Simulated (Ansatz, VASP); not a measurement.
**Two plane-wave programs on GaN**

```xyz
2
Lattice="0.0000 2.2490 2.3052 2.2490 0.0000 2.3052 2.2490 2.2490 0.0000" Properties=species:S:1:pos:R:3 pbc="T T T"
Ga    0.0000    0.0000    0.0000
N     1.1245    1.1245    1.1526
```

Change from the starting cell: uniaxial_z strain +2.5%.

Alike in both runs: task single point; functional r2SCAN; k mesh 10 × 10 × 10; no spin polarisation.

|  | VASP | Ansatz |
| --- | --- | --- |
| version | VASP 6.6.1 | Ansatz 0.2.0 |
| potentials or method | VASP PAW PBE potentials, release 64 (Ga_d, N) | plane waves, PAW |
| plane-wave cutoff (eV) | 520 | 500 |
| occupations | gaussian, width 0.01 eV | fixed |
| valence electrons in the cell | 18 | 18 |

```tsv
	VASP	Ansatz	Ansatz less VASP
gap on the k mesh at the Fermi level (eV)	1.95	1.96	+0.007
pressure (GPa)	-3.6	-4.6	-1.02
largest component of the traceless stress (GPa)	2.23	2.32	+0.097
```

Caveats: the PAW data sets were made with another functional, which shifts forces and pressure a little (VASP).
